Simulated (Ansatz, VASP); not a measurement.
## One calculation of MgO, two programs

File INCAR:

```
PREC = Accurate ; ENCUT = 520
EDIFF = 1E-7 ; ISMEAR = -1
SIGMA = 0.02 ; LREAL = False
LASPH = True ; NELM = 100
ALGO = Normal ; ISIF = 2
LWAVE = False ; LCHARG = False
GGA = PE ; NBANDS = 11
```

The input KPOINTS:

```
regular mesh
0
Gamma
  10 10 10
```

Contents of POSCAR:

```
MgO
1.0
    0.0000000000      2.3732858882      2.3732858882
    2.3732858882      0.0000000000      2.3732858882
    2.3732858882      2.3732858882      0.0000000000
Mg O
1 1
Direct
    0.0000000000      0.0000000000      0.0000000000
    0.2500000000      0.2500000000      0.2500000000
```

Input for Ansatz:

```yaml
crystal:
  lattice:
    - [0.0, 2.3732858882, 2.3732858882]
    - [2.3732858882, 0.0, 2.3732858882]
    - [2.3732858882, 2.3732858882, 0.0]
  atoms:
    - { symbol: Mg, position: [0.0, 0.0, 0.0] }
    - { symbol: O, position: [0.25, 0.25, 0.25] }
kpoints:
  mp_grid: { grid: [10, 10, 10] }
  band_path:
    path:
      - [0.0, 0.0, 0.0]
      - [-0.5, -0.5, 0.0]
      - [-0.375, -0.375, 0.25]
      - [-0.375, 0.0, 0.375]
      - [0.0, 0.0, 0.5]
      - [-0.5, -0.25, 0.25]
    npoints: 1
hamiltonian:
  xc: pbe
scf:
  occupations: { method: fermi_dirac, width: 0.02 }
  n_extra_bands: 4
output:
  forces: true
  stress: true
  eigenvalues: true
```

Change from the starting cell: hydrostatic strain +4.0%.

Alike in both runs: task single point; functional PBE; k mesh 10 × 10 × 10; occupations fermi-dirac, width 0.02 eV; no spin polarisation.

|  | VASP | Ansatz |
| --- | --- | --- |
| version | VASP 6.6.1 | Ansatz 0.2.0 |
| potentials or method | VASP PAW PBE potentials, release 64 (Mg, O) | plane waves, PAW |
| plane-wave cutoff (eV) | 520 | 420 |
| valence electrons in the cell | 8 | 16 |

```csv
,VASP,Ansatz,Ansatz less VASP
gap on the k mesh at the Fermi level (eV),3.01,3.03,+0.018
pressure (GPa),-8.7,-8.3,+0.40
```

With one functional, cell and mesh, what is left measures potentials, basis and numerics. The two sets of potentials don't hold the same shells in valence.
